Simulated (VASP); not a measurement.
# Ce (Fm-3m) in VASP: a series of runs, part 2 of 2

VASP 6.6.1.

## 4. Single point, r2SCAN, collinear spin, ferromagnetic start

Input file INCAR:

```
  PREC = Accurate
  ENCUT = 700
  EDIFF = 1E-6
  ISMEAR = 1
  SIGMA = 0.15
  LREAL = False
  LASPH = True
  NELM = 100
  ALGO = Normal
  ISIF = 2
  LWAVE = False
  LCHARG = False
  ISPIN = 2
  MAGMOM = 1
  LORBIT = 11
  LMAXMIX = 6
  METAGGA = R2SCAN
  LMIXTAU = True
  NBANDS = 16
  ADDGRID = False
```

Input file KPOINTS:

```
Automatic mesh
0
Gamma
  4 4 4
```

Input file POSCAR:

```
Ce
1.0
    0.0000000000      2.5806000000      2.5806000000
    2.5806000000      0.0000000000      2.5806000000
    2.5806000000      2.5806000000      0.0000000000
Ce
1
Direct
    0.0000000000      0.0000000000      0.0000000000
```

Potentials or basis: VASP PAW PBE potentials, release 64 (Ce).

On the command line:

```console
$ cat potpaw_PBE.64/Ce/POTCAR > POTCAR
$ mpirun -np 1 vasp_std > vasp.out
```

OUTCAR:

```text
PREC = Accurate
   ENCUT = 700
   EDIFF = 1E-6
   ISMEAR = 1
   LREAL = False
   LASPH = True
   NELM = 100
   ISIF = 2
   ISPIN = 2
   LORBIT = 11
   METAGGA = R2SCAN

 Found      8 irreducible k-points:

 Following reciprocal coordinates:
            Coordinates               Weight
  0.000000  0.000000  0.000000      1.000000
  0.250000  0.000000  0.000000      8.000000
  0.500000  0.000000  0.000000      4.000000
  0.250000  0.250000  0.000000      6.000000
  0.500000  0.250000  0.000000     24.000000
 -0.250000  0.250000  0.000000     12.000000
   k-points           NKPTS =      8   k-points in BZ     NKDIM =      8   number of bands    NBANDS=     16
   number of dos      NEDOS =    301   number of ions     NIONS =      1
   total plane-waves  NPLWV =  32768
   dimension x,y,z NGX =    32 NGY =   32 NGZ =   32
   dimension x,y,z NGXF=    64 NGYF=   64 NGZF=   64
   ions per type =               1
   NGX,Y,Z   is equivalent  to a cutoff of  14.58, 14.58, 14.58 a.u.
   NGXF,Y,Z  is equivalent  to a cutoff of  29.15, 29.15, 29.15 a.u.
 SYSTEM =  unknown system
   PREC   = accura    normal or accurate (medium, high low for compatibility)
   ISTART =      0    job   : 0-new  1-cont  2-samecut
   ICHARG =      2    charge: 1-file 2-atom 10-const
   ISPIN  =      2    spin polarized calculation?
   LNONCOLLINEAR =      F non collinear calculations
   LSORBIT =      F    spin-orbit coupling
   LASPH  =      T    aspherical Exc in radial PAW
   ENCUT  =  700.0 eV  51.45 Ry    7.17 a.u.   7.87  7.87  7.87*2*pi/ulx,y,z
   NELM   =    100;   NELMIN=  2; NELMDL= -5     # of ELM steps
   EDIFF  = 0.1E-05   stopping-criterion for ELM
   LREAL  =      F    real-space projection
   EDIFFG = 0.1E-04   stopping-criterion for IOM
   NSW    =      0    number of steps for IOM
   IBRION =     -1    ionic relax: 0-MD 1-quasi-New 2-CG
   NFREE  =      0    steps in history (QN), initial steepest desc. (CG)
   ISIF   =      2    stress and relaxation
   ISYM   =      2    0-nonsym 1-usesym 2-fastsym
   POTIM  = 0.5000    time-step for ionic-motion
   TEBEG  =    0.0;   TEEND  =   0.0 temperature during run
   PSTRESS=    0.0 pullay stress
   NELECT =      12.0000    total number of electrons
   NUPDOWN=      -1.0000    fix difference up-down
   EMIN   =  10.00;   EMAX   =-10.00  energy-range for DOS
   EFERMI =   0.00;   METHOD = LEGACY
   ISMEAR =     1;   SIGMA  =   0.15  broadening in eV -4-tet -1-fermi 0-gaus
   EFERMI_NEDOS =   21; number of points for ismear=-14 and -15
   IALGO  =     38    algorithm
   IMIX   =      4    mixing-type and parameters
     AMIX     =   0.40;   BMIX     =  1.00
     AMIX_MAG =   1.60;   BMIX_MAG =  1.00
  volume/ion in A,a.u.               =      34.37       231.95
  Fermi-wavevector in a.u.,A,eV,Ry     =   1.152757  2.178395 18.080094  1.328849
  Thomas-Fermi vector in A             =   2.289406
   LORBIT       =     11    0 simple, 1 ext, 2 COOP (PROOUT), +10 PAW based schemes
   METAGGA = R2SCAN    functional components
   LHFCALC =     F    Hartree Fock is set to
   AEXX    =    0.0000 exact exchange contribution
   IVDW    =     0    specifies the selected vdW correction
   LEPSILON=     F    determine dielectric tensor
   LRPA    =     F    only Hartree local field effects (RPA)
 spin polarized calculation
 Methfessel and Paxton  Order N= 1 SIGMA  =   0.15
  energy-cutoff  :      700.00
  volume of cell :       34.37
 maximum number of plane-waves:      1459
   NGX = 15   NGY = 15   NGZ = 15

 number of electron      11.9999999 magnetization       1.7474053

 Free energy of the ion-electron system (eV)
  ---------------------------------------------------
  ext. energy  EPLUGINS =         0.00000000
  ---------------------------------------------------
  free energy    TOTEN  =       -30.60774092 eV

  energy without entropy =      -30.60254796  energy(sigma->0) =      -30.60600993

 E-fermi :   7.2215     XC(G=0): -10.6909

 val. band max:        7.1972971164   @ k =  -0.2500   0.2500   0.0000
 cond. band min:       7.2301682805   @ k =   0.2500   0.2500   0.0000
 fundamental gap:      0.0328711641
 Fermi energy:         7.2214542465

 spin component 1

 k-point     1 :       0.0000    0.0000    0.0000
  band No.  band energies     occupation
      1     -28.9958      1.00000
      2     -10.5456      1.00000
      3     -10.5452      1.00000
      4     -10.5452      1.00000
      5       3.0348      1.00000
      6       6.2983      1.00000
[... 8 lines left out ...]
     15       8.7624     -0.00000
     16      11.3540      0.00000

 k-point     2 :       0.2500    0.0000    0.0000
  band No.  band energies     occupation
      1     -28.8841      1.00000
      2     -11.3705      1.00000
      3     -10.6417      1.00000
      4     -10.6415      1.00000
      5       4.4908      1.00000
      6       6.2893      1.00000
[... 8 lines left out ...]
     15       9.1319     -0.00000
     16      11.4223      0.00000

 k-point     3 :       0.5000    0.0000    0.0000
  band No.  band energies     occupation
      1     -28.7686      1.00000
      2     -12.0960      1.00000
      3     -10.7351      1.00000
      4     -10.7348      1.00000
      5       4.6766      1.00000
      6       6.7537      1.00005
[... 8 lines left out ...]
     15       9.6307     -0.00000
     16      13.2092      0.00000

 k-point     4 :       0.2500    0.2500    0.0000
  band No.  band energies     occupation
      1     -28.8472      1.00000
      2     -11.3368      1.00000
      3     -10.8194      1.00000
      4     -10.8194      1.00000
      5       5.0021      1.00000
      6       5.7608      1.00000
[... 8 lines left out ...]
     15      10.5546      0.00000
     16      10.5546      0.00000

 k-point     5 :       0.5000    0.2500    0.0000
  band No.  band energies     occupation
      1     -28.7319      1.00000
      2     -11.8357      1.00000
      3     -11.1652      1.00000
      4     -10.9108      1.00000
      5       5.4142      1.00000
      6       6.3332      1.00000
[... 8 lines left out ...]
     15      10.4589      0.00000
     16      13.4040      0.00000

 k-point     6 :      -0.2500    0.2500    0.0000
  band No.  band energies     occupation
      1     -28.7700      1.00000
      2     -11.6778      1.00000
      3     -11.2065      1.00000
      4     -10.7374      1.00000
      5       6.1581      1.00000
      6       6.3785      1.00000
[... 8 lines left out ...]
     15      10.0152     -0.00000
     16      11.0845      0.00000

 [... further k-points ...]

 spin component 2

 k-point     1 :       0.0000    0.0000    0.0000
  band No.  band energies     occupation
      1     -28.3081      1.00000
      2      -9.9831      1.00000
      3      -9.9831      1.00000
      4      -9.9830      1.00000
      5       4.2168      1.00000
      6       8.5722     -0.00000
[... 8 lines left out ...]
     15       9.1458     -0.00000
     16      11.5191      0.00000

 k-point     2 :       0.2500    0.0000    0.0000
  band No.  band energies     occupation
      1     -28.1991      1.00000
      2     -10.7769      1.00000
      3     -10.0780      1.00000
      4     -10.0779      1.00000
      5       5.6401      1.00000
      6       8.1193     -0.00000
[... 8 lines left out ...]
     15       9.7585     -0.00000
     16      11.7884      0.00000

 k-point     3 :       0.5000    0.0000    0.0000
  band No.  band energies     occupation
      1     -28.0866      1.00000
      2     -11.4806      1.00000
      3     -10.1701      1.00000
      4     -10.1700      1.00000
      5       5.8512      1.00000
      6       8.2151     -0.00000
[... 8 lines left out ...]
     15      10.7211      0.00000
     16      13.6821      0.00000

 k-point     4 :       0.2500    0.2500    0.0000
  band No.  band energies     occupation
      1     -28.1632      1.00000
      2     -10.7315      1.00000
      3     -10.2564      1.00000
      4     -10.2564      1.00000
      5       5.9234      1.00000
      6       7.1155      0.96199
[... 8 lines left out ...]
     15      11.1693      0.00000
     16      11.1693      0.00000

 k-point     5 :       0.5000    0.2500    0.0000
  band No.  band energies     occupation
      1     -28.0508      1.00000
      2     -11.2231      1.00000
      3     -10.5831      1.00000
      4     -10.3465      1.00000
      5       6.2242      1.00000
      6       7.2895      0.15642
[... 8 lines left out ...]
     15      10.8503      0.00000
     16      13.9068      0.00000

 k-point     6 :      -0.2500    0.2500    0.0000
  band No.  band energies     occupation
      1     -28.0880      1.00000
      2     -11.0761      1.00000
      3     -10.6216      1.00000
      4     -10.1726      1.00000
      5       7.1973      0.63435
      6       7.5051     -0.01118
[... 8 lines left out ...]
     15      10.3317      0.00000
     16      11.6940      0.00000

 [... further k-points ...]
[... 5 lines left out ...]
  --------------------------------------------------------------------------------------
  -------------------------------------------------------------------------------------
  Total       -0.1707832     -0.1707832     -0.1707832      0.0000000      0.0000000     -0.0000000
  in kB       -7.9609276     -7.9609276     -7.9609276      0.0000000      0.0000000     -0.0000000
  external PRESSURE =      -7.9609276 kB  Pullay stress =       0.0000000 kB

 VOLUME and BASIS-vectors are now :
 -----------------------------------------------------------------------------
  energy-cutoff  :      700.00
  volume of cell :       34.37
      direct lattice vectors                 reciprocal lattice vectors
     0.000000000  2.580600000  2.580600000    -0.193753391  0.193753391  0.193753391
     2.580600000  0.000000000  2.580600000     0.193753391 -0.193753391  0.193753391
     2.580600000  2.580600000  0.000000000     0.193753391  0.193753391 -0.193753391

 POSITION                                       TOTAL-FORCE (eV/Angst)
 -----------------------------------------------------------------------------------
      0.00000      0.00000      0.00000        -0.000000      0.000000     -0.000000
 -----------------------------------------------------------------------------------
    total drift:                                0.000000     -0.000000     -0.000000

  FREE ENERGIE OF THE ION-ELECTRON SYSTEM (eV)
  ---------------------------------------------------
  free  energy   TOTEN  =       -30.6077409152 eV

  energy  without entropy=      -30.6025479563  energy(sigma->0) =      -30.60600993

 total charge

# of ion       s       p       d       f       tot
--------------------------------------------------
    1        2.148   5.634   0.923   1.054   9.759

 magnetization (x)

# of ion       s       p       d       f       tot
--------------------------------------------------
    1        0.018   0.035   0.221   0.961   1.235
```

Wall time 3.1 min (1 thread of AMD EPYC 9R45 (Zen 5), shared host); peak memory 0.21 GiB.

The run converged, but some of its settings lie outside the range that counts as converged, so its numbers aren't taken as properties of the crystal.

What came out:

```yaml
Free_energy: -30.6077 eV
Pressure: -0.8 GPa
Band_gap_on_the_k_mesh: none (metal or under the smearing width)
Net_moment: 1.75 μB per cell
Site_moments: Ce +1.24 μB
Valence_electrons_inside_the_program's_atomic_spheres: Ce 9.76
```

Caveat: the k mesh is coarse (spacing up to 0.53 Å⁻¹), so the values aren't converged; the magnetic or orbital state may not be the lowest; the PAW data sets were made with another functional, which shifts forces and pressure a little; spin-orbit coupling is left out, which moves the levels of the heavy elements.

## 5. The reference run

An earlier run on the cell as given: functional PBE; potentials or basis VASP PAW PBE potentials, release 64 (Ce); cutoff 520 eV; k mesh 9 × 9 × 9; occupations fermi-dirac, width 0.05 eV; collinear spin, ferromagnetic start; starting moments [1.0] μB.

* Pressure: -5.1 GPa
* Band gap on the k mesh: none (metal or under the smearing width)
* Net moment: 0.82 μB per cell
* Site moments: Ce +0.68 μB
* Valence electrons inside the program's atomic spheres: Ce 9.66
